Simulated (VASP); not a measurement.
Write the native input for VASP 6.6.1 that does the following.

| Item | Value |
| --- | --- |
| Task | single point |
| Functional | r2SCAN |
| Potentials or basis | VASP PAW PBE potentials, release 64 (Hg, Se) |
| Cutoff | 520 eV |
| k mesh | 6 × 6 × 6 |
| Occupations | gaussian, width 0.1 eV |
| Spin | no spin polarisation |
| Dipole correction | no |
| Further INCAR settings | ALGO = Normal; EDIFF = 1e-06; NBANDS = 16 |

The system is HgSe.

```
Hg Se
1.0
     0.00000    3.03600    3.03600
     3.03600    0.00000    3.03600
     3.03600    3.03600    0.00000
Hg Se
1 1
Direct
  0.00000 0.00000 0.00000
  0.75000 0.75000 0.75000
```

One way to write it, as run:

POSCAR

```
HgSe
1.0
    0.0000000000      3.0360000000      3.0360000000
    3.0360000000      0.0000000000      3.0360000000
    3.0360000000      3.0360000000      0.0000000000
Hg Se
1 1
Direct
    0.0000000000      0.0000000000      0.0000000000
    0.7500000000      0.7500000000      0.7500000000
```

INCAR.step1

```
SYSTEM = HgSe
ALGO     = Normal         ! electronic algorithm
EDIFF    = 1E-4           ! SCF threshold, eV
ENCUT    = 520            ! plane-wave cutoff, eV
GGA      = PE             ! functional
ISMEAR   = 0              ! smearing method
LASPH    = .True.         ! aspherical terms in the spheres
LCHARG   = .False.        ! write CHGCAR
LREAL    = .False.        ! projectors in reciprocal space
LWAVE    = .True.         ! write WAVECAR
NBANDS   = 16             ! bands
NELM     = 60             ! most SCF steps
PREC     = Accurate       ! precision mode
SIGMA    = 0.1            ! smearing width, eV
```

INCAR.step2

```
SYSTEM = HgSe
ALGO     = Normal         ! electronic algorithm
EDIFF    = 1E-6           ! SCF threshold, eV
ENCUT    = 520            ! plane-wave cutoff, eV
ISIF     = 2              ! what is computed and relaxed
ISMEAR   = 0              ! smearing method
ISTART   = 1            
LASPH    = .True.         ! aspherical terms in the spheres
LCHARG   = .True.         ! write CHGCAR
LELF     = .True.         ! ELF
LMIXTAU  = .True.       
LREAL    = .False.        ! projectors in reciprocal space
LVHAR    = .True.       
LWAVE    = .False.        ! write WAVECAR
METAGGA  = R2SCAN         ! meta-GGA
NBANDS   = 16             ! bands
NELM     = 60             ! most SCF steps
PREC     = Accurate       ! precision mode
SIGMA    = 0.1            ! smearing width, eV
```

KPOINTS

```
k-points
0
Gamma
  6 6 6
  0 0 0
```

Potentials or basis: VASP PAW PBE potentials, release 64 (Hg, Se).

Command:

```bash
$ cat potpaw_PBE.64/Hg/POTCAR potpaw_PBE.64/Se/POTCAR > POTCAR
$ cp INCAR.step1 INCAR
$ mpirun -np 1 vasp_std > vasp.out
$ cp INCAR.step2 INCAR
$ mpirun -np 1 vasp_std > vasp.out
```

Results of the run:

- Pressure: 3.4 GPa
- Band gap on the k mesh: none (metal or under the smearing width)

Caveat: the PAW data sets were made with another functional, which shifts forces and pressure a little.

It took 33 s on 1 thread of Intel(R) Xeon(R) 6975P-C (Granite Rapids), with other jobs on the host, peak memory 0.19 GiB.
